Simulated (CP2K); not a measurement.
Si2W in CP2K: the effect of functional

The system is Si2W.

```
W Si
1.0
     4.52671    0.00000    0.00000
     2.24503    3.93077    0.00000
    -3.38587   -1.96538    2.27250
W Si
1 2
Direct
  0.00000 0.00000 0.00000
  0.66530 0.66530 0.00000
  0.33470 0.33470 0.00000
```

Alike in all runs:

| Item | Value |
| --- | --- |
| Program | CP2K 2026.2 |
| Task | band structure |
| Potentials or basis | POTENTIAL_UZH W GTH-PBE-q14, Si GTH-PBE-q4; TZVP-MOLOPT-PBE-GTH basis |
| Density cutoff | 9184 eV |
| k mesh | 12 × 12 × 12 |
| Occupations | fermi-dirac, width 0.05 eV |
| Spin | no spin polarisation |

```tsv
functional	pressure (GPa)
PBE	2.5
LDA	-1.3
PBEsol	-0.4
BLYP	10.2
HLE16	-47.7
WC	?
SCAN	-0.1
```

Problem. What does the run with functional WC give?

Solution. Pressure 0.5 GPa.

Caveats: the basis of atomic orbitals isn't converged, which shifts pressures, moduli and gaps; the potentials were made for another functional, which shifts forces and pressure (some runs); the potentials were made for a functional far from this one (some runs); the cell as given lies far from equilibrium (some runs).
